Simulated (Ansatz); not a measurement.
## Redistribution: C4H9Cl + CH4O → C4H10O + CH3Cl

Gas-phase species: C4H9Cl (1-chlorobutane) `CCCCCl`, singlet; CH4O (methanol) `CO`, singlet; C4H10O (1-butanol) `CCCCO`, singlet; CH3Cl (chloromethane) `CCl`, singlet. The partners trade Cl for OH; both sit on C, so the bond types are kept.

Shapes, held fixed at every level: PBE0-D4/def2-TZVP. Flexible molecules stand in one conformer, not always the lowest. Programs: Ansatz 0.2.0. The zero-point and thermal change to 298 K, harmonic and unscaled (PBE0-D4/def2-TZVP), is -0.3 kJ/mol.

**What was measured.** Tabulated heats of formation (Active Thermochemical Tables, CRC Handbook of Chemistry and Physics): C4H9Cl -154.4 (CRC); CH4O -200.7 (ATcT); C4H10O -274.9 (CRC); CH3Cl -82.6 (ATcT) kJ/mol, which give ΔH(298 K) = -2.4 kJ/mol.

```csv
level,kind,ΔH (kJ/mol),computed − measured,CPU time (all species)
HF/def2-SVP,Hartree–Fock,-3.4,-0.9,–
PBE-D4/def2-TZVPP,GGA,-1.8,+0.6,28 s
B3LYP-D4/def2-TZVPP,global hybrid,-1.3,+1.1,50 s
BHLYP-D4/def2-TZVPP,global hybrid,-1.8,+0.7,31 s
wB97X-V/def2-TZVPP,range-separated hybrid,-2.9,-0.5,76 s
B2PLYP/def2-TZVPP,double hybrid,-3.0,-0.6,58 s
CCSD(T)/CBS estimate,coupled cluster or CI,-1.6,+0.8,–
```

All levels lie within 4 kJ/mol, near the uncertainty of the heats themselves, so they can't be ranked here. The heats of C4H9Cl (1-chlorobutane) come from older tables and can be uncertain by 10 kJ/mol or more. The CBS estimate extrapolates MP2 from def2-TZVPP and def2-QZVPP and adds CCSD(T) − MP2 in the triple-zeta set, cores frozen. Times are processor times on shared x86 and Arm servers, and rough.
